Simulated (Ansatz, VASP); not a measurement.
# NaCl in two plane-wave programs, part 2 of 3

Aim: how closely do two programs agree when they are given the same cell, functional and k mesh? The cell is taken from a series of runs on this material, whose earlier steps may have relaxed, scaled, displaced or heated it; both programs get it as it stands.

VASP 6.6.1 and Ansatz 0.2.0.

So far: Set-up; VASP: zone-centre phonons, PBEsol.

### 2. VASP: zone-centre phonons, PBEsol (continued)

Level of this step: PBEsol; plane waves and PAW (Cl, Na_pv) (VASP).

From OUTCAR (step 2):

```text
ion  position               nearest neighbor table
   1  0.500  0.500  0.219-
   2  0.000  0.000  0.319-
   3  0.000  0.000  0.224-
   4  0.500  0.500  0.313-

  LATTYP: Found a simple tetragonal cell.
 ALAT       =     3.8758637475
 C/A-ratio  =     7.5957313667

 Subroutine GETGRP returns: Found 16 space group operations
 (whereof  8 operations were pure point group operations)

The static configuration has the point symmetry C_4v.
 The point group associated with its full space group is D_4h.

 Found     15 irreducible k-points:

   k-points           NKPTS =     15   k-points in BZ     NKDIM =     15   number of bands    NBANDS=     20

   dimension x,y,z NGX =    28 NGY =   28 NGZ =  216
   dimension x,y,z NGXF=    56 NGYF=   56 NGZF=  432

   ENCUT  =  500.0 eV  36.75 Ry    6.06 a.u.   7.07  7.07 53.68*2*pi/ulx,y,z

   NELECT =      28.0000    total number of electrons

 k-points in reciprocal lattice and weights: Automatic mesh
   0.00000000  0.00000000  0.00000000       0.016
   0.12500000  0.00000000  0.00000000       0.062
   0.25000000  0.00000000  0.00000000       0.062
   0.37500000  0.00000000  0.00000000       0.062
   0.50000000  0.00000000  0.00000000       0.031
   0.12500000  0.12500000  0.00000000       0.062
   0.25000000  0.12500000  0.00000000       0.125
   0.37500000  0.12500000  0.00000000       0.125
   0.50000000  0.12500000  0.00000000       0.062
[...]
0.50000000  0.37500000  0.00000000       0.062
   0.50000000  0.50000000  0.00000000       0.016

 average (electrostatic) potential at core
       1 -98.3691       2 -98.3691       3 -51.9842       4 -51.9842

  Total        0.0114456      0.0114456     -0.0141747      0.0000000     -0.0000000      0.0000000
  in kB        0.0414642      0.0414642     -0.0513512      0.0000000     -0.0000000      0.0000000
  external PRESSURE =       0.0105257 kB  Pullay stress =       0.0000000 kB

  energy-cutoff  :      500.00
  volume of cell :      442.26
      direct lattice vectors                 reciprocal lattice vectors
     2.740649539  2.740649539  0.000000000     0.182438503  0.182438503  0.000000000
    -2.740649539  2.740649539  0.000000000    -0.182438503  0.182438503  0.000000000
     0.000000000  0.000000000 29.440019840     0.000000000  0.000000000  0.033967368

 POSITION                                       TOTAL-FORCE (eV/Angst)
 -----------------------------------------------------------------------------------
      0.00000      2.74065      6.44191        -0.000000     -0.000000     -0.006428
      0.00000      0.00000      9.37809         0.000000      0.000000      0.006428
      0.00000      0.00000      6.59288        -0.000000     -0.000000     -0.002648
      0.00000      2.74065      9.22712         0.000000      0.000000      0.002648
 -----------------------------------------------------------------------------------
    total drift:                               -0.000000      0.000000      0.000010

 MACROSCOPIC STATIC DIELECTRIC TENSOR (including local field effects in DFT)
 ------------------------------------------------------
           1.313249     0.000000    -0.000000
           0.000000     1.313249    -0.000000
          -0.000000     0.000000     1.146248
 ------------------------------------------------------

 PIEZOELECTRIC TENSOR (including local field effects)  for field in x, y, z        (C/m^2)
          XX          YY          ZZ          XY          YZ          ZX
  --------------------------------------------------------------------------------
  x     0.00000     0.00000    -0.00000     0.00000     0.00000     0.00000
  y     0.00000     0.00000    -0.00000     0.00000     0.00000     0.00000
  z     0.00000     0.00000     0.00000     0.00000     0.00000     0.00000

 BORN EFFECTIVE CHARGES (including local field effects) (in |e|, cummulative output)
 ---------------------------------------------------------------------------------
 ion    1
    1    -1.12122     0.00000     0.00000
    2     0.00000    -1.12122     0.00000
    3    -0.00000    -0.00000    -0.46456
 ion    2
    1    -1.12122     0.00000     0.00000
    2     0.00000    -1.12122     0.00000
    3    -0.00000    -0.00000    -0.46456
 ion    3
    1     1.12122     0.00000    -0.00000
    2     0.00000     1.12122    -0.00000
    3     0.00000     0.00000     0.46456
 ion    4
    1     1.12122     0.00000     0.00000
    2     0.00000     1.12122     0.00000
    3    -0.00000    -0.00000     0.46456

 Eigenvectors and eigenvalues of the dynamical matrix
 ----------------------------------------------------

   1 f  =    6.052135 THz    38.026685 2PiTHz  201.877492 cm-1    25.029608 meV
             X         Y         Z           dx          dy          dz
      0.000000  2.740650  6.441907     0.000000   -0.000000    0.445871
      0.000000  0.000000  9.378093    -0.000000    0.000000    0.445871
      0.000000  0.000000  6.592877    -0.000000    0.000000   -0.548816
      0.000000  2.740650  9.227123     0.000000   -0.000000   -0.548816

   2 f  =    5.932709 THz    37.276311 2PiTHz  197.893878 cm-1    24.535703 meV
             X         Y         Z           dx          dy          dz
      0.000000  2.740650  6.441907    -0.432577   -0.109792    0.000000
      0.000000  0.000000  9.378093     0.432577    0.109792   -0.000000
      0.000000  0.000000  6.592877     0.531618    0.134929    0.000000
      0.000000  2.740650  9.227123    -0.531618   -0.134929   -0.000000

   3 f  =    5.932709 THz    37.276311 2PiTHz  197.893878 cm-1    24.535703 meV
             X         Y         Z           dx          dy          dz
      0.000000  2.740650  6.441907    -0.109792    0.432577    0.000000
      0.000000  0.000000  9.378093     0.109792   -0.432577    0.000000
      0.000000  0.000000  6.592877     0.134929   -0.531618   -0.000000
      0.000000  2.740650  9.227123    -0.134929    0.531618   -0.000000

   4 f  =    5.815446 THz    36.539525 2PiTHz  193.982400 cm-1    24.050742 meV
             X         Y         Z           dx          dy          dz
      0.000000  2.740650  6.441907    -0.419431   -0.144380   -0.000000
      0.000000  0.000000  9.378093    -0.419431   -0.144380    0.000000
      0.000000  0.000000  6.592877     0.520680    0.179233   -0.000000
      0.000000  2.740650  9.227123     0.520680    0.179233   -0.000000

   5 f  =    5.815446 THz    36.539525 2PiTHz  193.982400 cm-1    24.050742 meV
             X         Y         Z           dx          dy          dz
      0.000000  2.740650  6.441907    -0.144380    0.419431   -0.000000
      0.000000  0.000000  9.378093    -0.144380    0.419431   -0.000000
      0.000000  0.000000  6.592877     0.179233   -0.520680    0.000000
      0.000000  2.740650  9.227123     0.179233   -0.520680    0.000000

   6 f  =    4.250656 THz    26.707657 2PiTHz  141.786609 cm-1    17.579291 meV
             X         Y         Z           dx          dy          dz
      0.000000  2.740650  6.441907    -0.000000    0.000000   -0.194581
      0.000000  0.000000  9.378093     0.000000   -0.000000    0.194581
      0.000000  0.000000  6.592877    -0.000000    0.000000   -0.679808
      0.000000  2.740650  9.227123    -0.000000    0.000000    0.679808

   7 f  =    3.971926 THz    24.956345 2PiTHz  132.489178 cm-1    16.426557 meV
             X         Y         Z           dx          dy          dz
      0.000000  2.740650  6.441907    -0.000000   -0.000000   -0.679808
      0.000000  0.000000  9.378093     0.000000    0.000000    0.679808
      0.000000  0.000000  6.592877    -0.000000   -0.000000    0.194581
      0.000000  2.740650  9.227123     0.000000   -0.000000   -0.194581

   8 f  =    1.959074 THz    12.309224 2PiTHz   65.347671 cm-1     8.102075 meV
             X         Y         Z           dx          dy          dz
      0.000000  2.740650  6.441907    -0.542645    0.079750    0.000000
      0.000000  0.000000  9.378093     0.542645   -0.079750   -0.000000
      0.000000  0.000000  6.592877    -0.441549    0.064892   -0.000000
      0.000000  2.740650  9.227123     0.441549   -0.064892   -0.000000

   9 f  =    1.959074 THz    12.309224 2PiTHz   65.347671 cm-1     8.102075 meV
             X         Y         Z           dx          dy          dz
      0.000000  2.740650  6.441907     0.079750    0.542645    0.000000
      0.000000  0.000000  9.378093    -0.079750   -0.542645    0.000000
      0.000000  0.000000  6.592877     0.064892    0.441549    0.000000
      0.000000  2.740650  9.227123    -0.064892   -0.441549    0.000000

  10 f/i=    0.000955 THz     0.005998 2PiTHz    0.031842 cm-1     0.003948 meV
             X         Y         Z           dx          dy          dz
      0.000000  2.740650  6.441907     0.514762   -0.195582   -0.000000
      0.000000  0.000000  9.378093     0.514762   -0.195582   -0.000000
      0.000000  0.000000  6.592877     0.414663   -0.157549   -0.000000
      0.000000  2.740650  9.227123     0.414663   -0.157549   -0.000000

  11 f/i=    0.000955 THz     0.005998 2PiTHz    0.031842 cm-1     0.003948 meV
             X         Y         Z           dx          dy          dz
      0.000000  2.740650  6.441907     0.195582    0.514762   -0.000000
      0.000000  0.000000  9.378093     0.195582    0.514762   -0.000000
      0.000000  0.000000  6.592877     0.157549    0.414663   -0.000000
      0.000000  2.740650  9.227123     0.157549    0.414663   -0.000000

  12 f/i=    0.026161 THz     0.164377 2PiTHz    0.872650 cm-1     0.108195 meV
             X         Y         Z           dx          dy          dz
      0.000000  2.740650  6.441907     0.000000    0.000000    0.548816
      0.000000  0.000000  9.378093     0.000000    0.000000    0.548816
      0.000000  0.000000  6.592877     0.000000    0.000000    0.445871
      0.000000  2.740650  9.227123     0.000000    0.000000    0.445871

 MACROSCOPIC STATIC DIELECTRIC TENSOR IONIC CONTRIBUTION
 ------------------------------------------------------
           0.533027     0.000000     0.000000
           0.000000     0.533027     0.000000
           0.000000     0.000000     0.084332
 ------------------------------------------------------

 ELASTIC MODULI CONTR FROM IONIC RELAXATION (kBar)
 Direction    XX          YY          ZZ          XY          YZ          ZX
 --------------------------------------------------------------------------------
 XX          -2.4856     -2.4856    -12.0004      0.0000      0.0000     -0.0000
 YY          -2.4856     -2.4856    -12.0004      0.0000      0.0000     -0.0000
 ZZ         -12.0004    -12.0004    -62.2148      0.0000      0.0000     -0.0000
 XY           0.0000      0.0000      0.0000      0.0000      0.0000      0.0000
 YZ           0.0000      0.0000      0.0000      0.0000    -11.6121      0.0000
 ZX          -0.0000     -0.0000     -0.0000      0.0000      0.0000    -10.7991
 --------------------------------------------------------------------------------

 PIEZOELECTRIC TENSOR IONIC CONTR  for field in x, y, z        (C/m^2)
          XX          YY          ZZ          XY          YZ          ZX
  --------------------------------------------------------------------------------
  x    -0.00000    -0.00000    -0.00000     0.00000    -0.00000    -0.00000
  y     0.00000     0.00000     0.00000     0.00000    -0.00000     0.00000
  z     0.00000     0.00000     0.00000     0.00000    -0.00000    -0.00000
```

[end of part 2 of 3]

[Lines on the potential files, build, host, timing and source positions are cut from VASP's logs without a mark.]

[Logs are printed without paths, hosts, clocks, repeated set-up lines and the standing remarks that a program may print on its own settings, such as how far it seeks lower states.]

[Hosts, paths, dates, database ids (printed as entryN), source tags and the programs' standing remarks are cut or masked in the printed files.]
